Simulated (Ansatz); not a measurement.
Co on an Al site in Al

Computed with DFT PBE, scalar-relativistic, plane waves, PAW (Ansatz 0.2.0). Settings: 420 eV cutoff, 5×5×5 k-mesh, Gaussian smearing of 0.10 eV, collinear spin.

Host crystal, relaxed:

```
Al
1.0
     0.00000    2.02081    2.02081
     2.02081    0.00000    2.02081
     2.02081    2.02081    0.00000
Al
1
Cartesian
  0.0000 0.0000 0.0000
```

Supercell of 16 atoms, rows in host cell vectors: 1 1 -3; 1 1 1; 1 -3 1. Atoms relax at the host's cell, keeping the symmetry that the supercell leaves at the site. The cell is small, so energies carry finite-size errors of tenths of an eV. The host is a metal. Atoms are taken from and returned to the elements' standard states.

Defect: Co on an Al site at (0.000, 0.000, 0.000) of the host cell.

Question: What is the formation energy of the neutral defect?

Answer: -0.42 eV.

Question: Does the neutral defect carry a moment, and how do its surroundings relax?

Answer: It changes the cell's moment by 0.55 μB. The nearest neighbours before are 12 Al at 2.86 Å; after relaxation the atoms near the site are 12 Al at 2.80 Å; the largest move is 0.06 Å.